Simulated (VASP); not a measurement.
# BN (F-43m) in VASP: notebook

The runs below take BN through dielectric tensor, with LDA.

All numbers are computed with VASP 6.6.1; they aren't measurements. Logs are shortened: lines on timing, memory, paths and dates and some standing lists are left out, and cuts for length are marked.

## (1) The structure

The structure is cubic, space group F-43m (No. 216). The conventional cell has a = 3.626 Å, b = 3.626 Å, c = 3.626 Å, α = 90.00°, β = 90.00°, γ = 90.00°. N (site symmetry -43m) is surrounded by 4 B at 1.57 Å. B (site symmetry -43m) has 4 N at 1.57 Å as nearest neighbours.

The cell is a database's computed one.

## (2) Dielectric tensor, LDA

INCAR reads:

```
SYSTEM = BN
  PREC = Accurate
  ENCUT = 400
  EDIFF = 1E-7
  ISMEAR = 0
  SIGMA = 0.01
  LREAL = .FALSE.
  LASPH = .TRUE.
  NELM = 100
  ALGO = Normal
  ISIF = 2
  LWAVE = .FALSE.
  LCHARG = .FALSE.
  GGA = CA
  LEPSILON = .TRUE.
```

KPOINTS reads:

```
Automatic mesh
0
G
  8 8 8
  0 0 0
```

POSCAR reads:

```
BN
1.0
    0.0000000000      1.8130010000      1.8130010000
    1.8130010000      0.0000000000      1.8130010000
    1.8130010000      1.8130010000      0.0000000000
N B
1 1
Direct
    0.2500000000      0.2500000000      0.2500000000
    0.0000000000      0.0000000000      0.0000000000
```

Potentials or basis: VASP PAW LDA potentials, release 64 (N, B).

Started as:

```sh
$ cat potpaw_LDA.64/N/POTCAR potpaw_LDA.64/B/POTCAR > POTCAR
$ mpirun -np 1 vasp_std > vasp.out
```

OUTCAR:

```text
SYSTEM = BN
   PREC = Accurate
   ENCUT = 400
   EDIFF = 1E-7
   ISMEAR = 0
   LREAL = .FALSE.
   LASPH = .TRUE.
   NELM = 100
   ISIF = 2
   GGA = CA
   LEPSILON = .TRUE.

 Found     29 irreducible k-points:

 Following reciprocal coordinates:
            Coordinates               Weight
  0.000000  0.000000  0.000000      1.000000
  0.125000  0.000000  0.000000      8.000000
  0.250000  0.000000  0.000000      8.000000
  0.375000  0.000000  0.000000      8.000000
  0.500000  0.000000  0.000000      4.000000
  0.125000  0.125000  0.000000      6.000000
   k-points           NKPTS =     29   k-points in BZ     NKDIM =     29   number of bands    NBANDS=      8
   number of dos      NEDOS =    301   number of ions     NIONS =      2
   total plane-waves  NPLWV =   5832
   dimension x,y,z NGX =    18 NGY =   18 NGZ =   18
   dimension x,y,z NGXF=    36 NGYF=   36 NGZF=   36
   ions per type =               1   1
   NGX,Y,Z   is equivalent  to a cutoff of  11.67, 11.67, 11.67 a.u.
   NGXF,Y,Z  is equivalent  to a cutoff of  23.34, 23.34, 23.34 a.u.
 SYSTEM =  BN
   PREC   = accura    normal or accurate (medium, high low for compatibility)
   ISTART =      0    job   : 0-new  1-cont  2-samecut
   ICHARG =      2    charge: 1-file 2-atom 10-const
   ISPIN  =      1    spin polarized calculation?
   LNONCOLLINEAR =      F non collinear calculations
   LSORBIT =      F    spin-orbit coupling
   LASPH  =      T    aspherical Exc in radial PAW
   ENCUT  =  400.0 eV  29.40 Ry    5.42 a.u.   4.18  4.18  4.18*2*pi/ulx,y,z
   NELM   =    100;   NELMIN=  2; NELMDL= -5     # of ELM steps
   EDIFF  = 0.1E-06   stopping-criterion for ELM
   LREAL  =      F    real-space projection
   EDIFFG = 0.1E-05   stopping-criterion for IOM
   NSW    =      0    number of steps for IOM
   IBRION =     -1    ionic relax: 0-MD 1-quasi-New 2-CG
   NFREE  =      0    steps in history (QN), initial steepest desc. (CG)
   ISIF   =      2    stress and relaxation
   ISYM   =      2    0-nonsym 1-usesym 2-fastsym
   POTIM  = 0.5000    time-step for ionic-motion
   TEBEG  =    0.0;   TEEND  =   0.0 temperature during run
   PSTRESS=    0.0 pullay stress
   NELECT =       8.0000    total number of electrons
   NUPDOWN=      -1.0000    fix difference up-down
   EMIN   =  10.00;   EMAX   =-10.00  energy-range for DOS
   EFERMI =   0.00;   METHOD = LEGACY
   ISMEAR =     0;   SIGMA  =   0.01  broadening in eV -4-tet -1-fermi 0-gaus
   EFERMI_NEDOS =   21; number of points for ismear=-14 and -15
   IALGO  =     38    algorithm
[... 119 lines left out ...]
      0.90650      0.90650      0.90650        -0.000000     -0.000000     -0.000000
      0.00000      0.00000      0.00000         0.000000      0.000000      0.000000
 -----------------------------------------------------------------------------------
    total drift:                               -0.000000     -0.000000     -0.000000

  FREE ENERGIE OF THE ION-ELECTRON SYSTEM (eV)
  ---------------------------------------------------
  free  energy   TOTEN  =       -19.3975988129 eV

  energy  without entropy=      -19.3975988129  energy(sigma->0) =      -19.39759881

 HEAD OF MICROSCOPIC STATIC DIELECTRIC TENSOR (INDEPENDENT PARTICLE, excluding Hartree and local field effects)
 ------------------------------------------------------
           4.771619     0.000000     0.000000
          -0.000000     4.771619     0.000000
           0.000000     0.000000     4.771619
 ------------------------------------------------------

 Free energy of the ion-electron system (eV)
  ---------------------------------------------------
  ---------------------------------------------------
  free energy    TOTEN  =        -0.12637419 eV

  energy without entropy =       -0.12637419

------------------------ aborting loop because EDIFF is reached ----------------------------------------

--------------------------------------- Ionic step        2  -------------------------------------------

------------------------ aborting loop because EDIFF is reached ----------------------------------------

--------------------------------------- Ionic step        3  -------------------------------------------

 Free energy of the ion-electron system (eV)
  ---------------------------------------------------
  ---------------------------------------------------
  free energy    TOTEN  =        -0.12637414 eV

  energy without entropy =       -0.12637414

------------------------ aborting loop because EDIFF is reached ----------------------------------------

 PIEZOELECTRIC TENSOR FIELD DIRECTION 3  (e Angst)
 -----------------------------------------------------------------------------
    -0.00025 -0.75819  0.00000           ( -0.00000 -0.01090  0.00000)
    -0.75819 -0.00025  0.00000           ( -0.01090 -0.00000  0.00000)
     0.00000  0.00000  0.00015           (  0.00000  0.00000 -0.00000)

 PIEZOELECTRIC TENSOR FIELD DIRECTION 3  (C/m^2)
 -----------------------------------------------------------------------------
    -0.00034 -1.01922  0.00000
    -1.01922 -0.00034  0.00000
     0.00000  0.00000  0.00020

 MACROSCOPIC STATIC DIELECTRIC TENSOR (including local field effects in DFT)
 ------------------------------------------------------
           4.613783     0.000000     0.000000
          -0.000000     4.613783    -0.000000
           0.000000    -0.000000     4.613783
 ------------------------------------------------------

 PIEZOELECTRIC TENSOR (including local field effects)  for field in x, y, z        (e  Angst)
          XX          YY          ZZ          XY          YZ          ZX
  --------------------------------------------------------------------------------
  x     0.00000     0.00000     0.00000     0.00000    -0.75894     0.00000
  y    -0.00000     0.00000     0.00000     0.00000     0.00000    -0.75894
  z    -0.00000    -0.00000    -0.00000    -0.75894     0.00000     0.00000

 PIEZOELECTRIC TENSOR (including local field effects)  for field in x, y, z        (C/m^2)
          XX          YY          ZZ          XY          YZ          ZX
  --------------------------------------------------------------------------------
  x     0.00000     0.00000     0.00000     0.00000    -1.02022     0.00000
  y    -0.00000     0.00000     0.00000     0.00000     0.00000    -1.02022
  z    -0.00000    -0.00000    -0.00000    -1.02022     0.00000     0.00000

 BORN EFFECTIVE CHARGES (including local field effects) (in |e|, cummulative output)
 ---------------------------------------------------------------------------------
 ion    1
    1    -1.88827     0.00000     0.00000
    2    -0.00000    -1.88827    -0.00000
    3     0.00000     0.00000    -1.88827
 ion    2
    1     1.88827     0.00000     0.00000
    2     0.00000     1.88827     0.00000
    3    -0.00000    -0.00000     1.88827
```

OSZICAR:

```text
N       E                     dE             d eps       ncg     rms          rms(c)
DAV:   1    -0.289017814167E+01   -0.28902E+01   -0.44742E+03   528   0.803E+02
[... 16 lines left out ...]
RMM:   3    -0.121827317567E+00    0.23797E-02   -0.11603E-03  2366   0.310E-01    0.348E-01
RMM:   4    -0.125885555575E+00   -0.40582E-02   -0.17377E-03  2395   0.378E-01    0.367E-02
RMM:   5    -0.126349522143E+00   -0.46397E-03   -0.19338E-05  2421   0.426E-02    0.405E-03
RMM:   6    -0.126365414225E+00   -0.15892E-04   -0.12409E-07  2550   0.311E-03    0.209E-03
RMM:   7    -0.126373469070E+00   -0.80548E-05   -0.11307E-08  2142   0.117E-03    0.151E-04
RMM:   8    -0.126374158691E+00   -0.68962E-06    0.00000E+00  1287   0.115E-04    0.354E-05
RMM:   9    -0.126374143880E+00    0.14811E-07    0.00000E+00   958   0.117E-04    0.732E-06
```

stdout:

```text
POSCAR found type information on POSCAR N B
 POSCAR found :  2 types and       2 ions
 scaLAPACK will be used
 LDA part: xc-table for (Slater(with rela. corr.)+CA(PZ))
 , standard interpolation
 POSCAR, INCAR and KPOINTS ok, starting setup
 FFT: planning ... GRIDC
 FFT: planning ... GRID_SOFT
 FFT: planning ... GRID
 WAVECAR not read
 entering main loop
 Linear response reoptimize wavefunctions to high precision
 Linear response G [H, r] |phi>, progress :
  Direction:   1
 Linear response G [H, r] |phi>, progress :
  Direction:   2
 Linear response G [H, r] |phi>, progress :
  Direction:   3
 Linear response to external field (no local field effect), progress :
  Direction:   1
 dielectric tensor                  component  1 :     5.463     1.906     0.496
 Linear response to external field (no local field effect), progress :
  Direction:   2
 dielectric tensor                  component  2 :     1.906     5.457    -0.612
 Linear response to external field (no local field effect), progress :
  Direction:   3
 dielectric tensor                  component  3 :     0.495    -0.612     3.395
 Linear response to external field, progress :
  Direction:   1
 dielectric tensor                  component  1 :     4.614     0.763     0.478
 Linear response to external field, progress :
  Direction:   2
 dielectric tensor                  component  2 :     0.712     4.614     0.383
 Linear response to external field, progress :
  Direction:   3
 dielectric tensor                  component  3 :     0.553     0.688     4.614
 Born effective charges drift removed
```

It took 20 s on 1 thread of AMD EPYC 9R45 (Zen 5), shared host; peak memory 0.09 GiB.

The run converged, but some of its settings lie outside the range that counts as converged, so its numbers aren't taken as properties of the crystal.

Results:

| Item | Value |
| --- | --- |
| Band gap on the k mesh | 4.30 eV, indirect (least direct gap 8.61 eV) |
| Electronic dielectric tensor (diagonal) | 4.61 |
| Born charges (mean of the diagonal) | N -1.89; B +1.89 e |

## (3) Dielectric tensor, LDA

Edit INCAR of step 2 so:

```diff
@@ -3,6 +3,6 @@
   ENCUT = 400
-  EDIFF = 1E-7
+  EDIFF = 1E-8
   ISMEAR = 0
   SIGMA = 0.01
-  LREAL = .FALSE.
+  LREAL = Auto
   LASPH = .TRUE.
```

KPOINTS is that of step 2.

POSCAR is that of step 2.

Potentials or basis: VASP PAW LDA potentials, release 64 (N, B).

Started as:

```sh
$ cat potpaw_LDA.64/N/POTCAR potpaw_LDA.64/B/POTCAR > POTCAR
$ mpirun -np 1 vasp_std > vasp.out
```

OUTCAR:

```text
SYSTEM = BN
   PREC = Accurate
   ENCUT = 400
   EDIFF = 1E-8
   ISMEAR = 0
   LREAL = Auto
   LASPH = .TRUE.
   NELM = 100
   ISIF = 2
   GGA = CA
   LEPSILON = .TRUE.

 Found     29 irreducible k-points:

 Following reciprocal coordinates:
            Coordinates               Weight
  0.000000  0.000000  0.000000      1.000000
  0.125000  0.000000  0.000000      8.000000
  0.250000  0.000000  0.000000      8.000000
  0.375000  0.000000  0.000000      8.000000
  0.500000  0.000000  0.000000      4.000000
  0.125000  0.125000  0.000000      6.000000
   k-points           NKPTS =     29   k-points in BZ     NKDIM =     29   number of bands    NBANDS=      8
   number of dos      NEDOS =    301   number of ions     NIONS =      2
   total plane-waves  NPLWV =   5832
   dimension x,y,z NGX =    18 NGY =   18 NGZ =   18
   dimension x,y,z NGXF=    36 NGYF=   36 NGZF=   36
   ions per type =               1   1
   NGX,Y,Z   is equivalent  to a cutoff of  11.67, 11.67, 11.67 a.u.
   NGXF,Y,Z  is equivalent  to a cutoff of  23.34, 23.34, 23.34 a.u.
 SYSTEM =  BN
   PREC   = accura    normal or accurate (medium, high low for compatibility)
   ISTART =      0    job   : 0-new  1-cont  2-samecut
   ICHARG =      2    charge: 1-file 2-atom 10-const
   ISPIN  =      1    spin polarized calculation?
   LNONCOLLINEAR =      F non collinear calculations
   LSORBIT =      F    spin-orbit coupling
   LASPH  =      T    aspherical Exc in radial PAW
   ENCUT  =  400.0 eV  29.40 Ry    5.42 a.u.   4.18  4.18  4.18*2*pi/ulx,y,z
   NELM   =    100;   NELMIN=  2; NELMDL= -5     # of ELM steps
   EDIFF  = 0.1E-07   stopping-criterion for ELM
   LREAL  =      T    real-space projection
   EDIFFG = 0.1E-06   stopping-criterion for IOM
   NSW    =      0    number of steps for IOM
   IBRION =     -1    ionic relax: 0-MD 1-quasi-New 2-CG
   NFREE  =      0    steps in history (QN), initial steepest desc. (CG)
   ISIF   =      2    stress and relaxation
   ISYM   =      2    0-nonsym 1-usesym 2-fastsym
   POTIM  = 0.5000    time-step for ionic-motion
   TEBEG  =    0.0;   TEEND  =   0.0 temperature during run
   PSTRESS=    0.0 pullay stress
[... 141 lines left out ...]
          -0.000000     0.000000     4.771622
 ------------------------------------------------------

 Free energy of the ion-electron system (eV)
  ---------------------------------------------------
  ---------------------------------------------------
  free energy    TOTEN  =        -0.12637434 eV

  energy without entropy =       -0.12637434

------------------------ aborting loop because EDIFF is reached ----------------------------------------

--------------------------------------- Ionic step        2  -------------------------------------------

------------------------ aborting loop because EDIFF is reached ----------------------------------------

--------------------------------------- Ionic step        3  -------------------------------------------

 Free energy of the ion-electron system (eV)
  ---------------------------------------------------
  ---------------------------------------------------
  free energy    TOTEN  =        -0.12637430 eV

  energy without entropy =       -0.12637430

------------------------ aborting loop because EDIFF is reached ----------------------------------------

 PIEZOELECTRIC TENSOR FIELD DIRECTION 3  (e Angst)
 -----------------------------------------------------------------------------
    -0.00025 -0.75829  0.00000           ( -0.00000 -0.01092  0.00000)
    -0.75829 -0.00025  0.00000           ( -0.01092 -0.00000  0.00000)
     0.00000  0.00000  0.00015           (  0.00000  0.00000 -0.00000)

 PIEZOELECTRIC TENSOR FIELD DIRECTION 3  (C/m^2)
 -----------------------------------------------------------------------------
    -0.00034 -1.01934  0.00000
    -1.01934 -0.00034  0.00000
     0.00000  0.00000  0.00020

 MACROSCOPIC STATIC DIELECTRIC TENSOR (including local field effects in DFT)
 ------------------------------------------------------
           4.613787    -0.000000    -0.000000
          -0.000000     4.613787     0.000000
          -0.000000    -0.000000     4.613787
 ------------------------------------------------------

 PIEZOELECTRIC TENSOR (including local field effects)  for field in x, y, z        (e  Angst)
          XX          YY          ZZ          XY          YZ          ZX
  --------------------------------------------------------------------------------
  x    -0.00000    -0.00000     0.00000     0.00000    -0.75904     0.00000
  y     0.00000     0.00000     0.00000     0.00000     0.00000    -0.75904
  z    -0.00000     0.00000     0.00000    -0.75904     0.00000     0.00000

 PIEZOELECTRIC TENSOR (including local field effects)  for field in x, y, z        (C/m^2)
          XX          YY          ZZ          XY          YZ          ZX
  --------------------------------------------------------------------------------
  x    -0.00000    -0.00000     0.00000     0.00000    -1.02035     0.00000
  y     0.00000     0.00000     0.00000     0.00000     0.00000    -1.02035
  z    -0.00000     0.00000     0.00000    -1.02035     0.00000     0.00000

 BORN EFFECTIVE CHARGES (including local field effects) (in |e|, cummulative output)
 ---------------------------------------------------------------------------------
 ion    1
    1    -1.88837     0.00000     0.00000
    2     0.00000    -1.88837    -0.00000
    3     0.00000     0.00000    -1.88837
 ion    2
    1     1.88837    -0.00000     0.00000
    2    -0.00000     1.88837     0.00000
    3    -0.00000    -0.00000     1.88837
```

Wall time 50 s (1 thread of AMD EPYC 9R45 (Zen 5), shared host); peak memory 0.08 GiB.

The run converged, but some of its settings lie outside the range that counts as converged, so its numbers aren't taken as properties of the crystal.

What came out:

* Band gap on the k mesh: 4.30 eV, indirect (least direct gap 8.61 eV)
* Electronic dielectric tensor (diagonal): 4.61
* Born charges (mean of the diagonal): N -1.89; B +1.89 e

(Part 1 of 2 ends here.)
